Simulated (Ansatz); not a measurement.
AgCl (Chlorargyrite):

```
Ag Cl
1.0
     0.00000    2.73500    2.73500
     2.73500    0.00000    2.73500
     2.73500    2.73500    0.00000
Ag Cl
1 1
Direct
  0.00000 0.00000 0.00000
  0.50000 0.50000 0.50000
```

Base run:

```yaml
Program: Ansatz 0.2.0
Functional: PBE
Potentials_or_basis: all-electron PAW datasets made for the crystal
Cutoff: 260 eV
Density_cutoff: 1040 eV
k_mesh: 6 × 6 × 6
Occupations: fermi-dirac, width 0.05 eV
Spin: no spin polarisation
```

Its results: band gap on the k mesh 0.91 eV, indirect (least direct gap 3.40 eV).

Question: After a change of settings the same cell gave: band gap on the k mesh 3.10 eV, indirect (least direct gap 5.52 eV). Which change was it?
A. functional from PBE to HSE06; cutoff from 260 eV to 290 eV; density cutoff from 1040 eV to 1160 eV
B. potentials or basis from all-electron PAW datasets made for the crystal to all-electron LAPW, scalar-relativistic; cutoff from 260 eV to 217 eV; density cutoff from 1040 eV to 868 eV; k mesh from 6 × 6 × 6 to 8 × 8 × 8
C. functional from PBE to PBE0; cutoff from 260 eV to 290 eV; density cutoff from 1040 eV to 1160 eV

Answer: C.

PBE0 gives the wider gap, since exact exchange removes part of the self-interaction.

Not every run made on this cell is shown here.
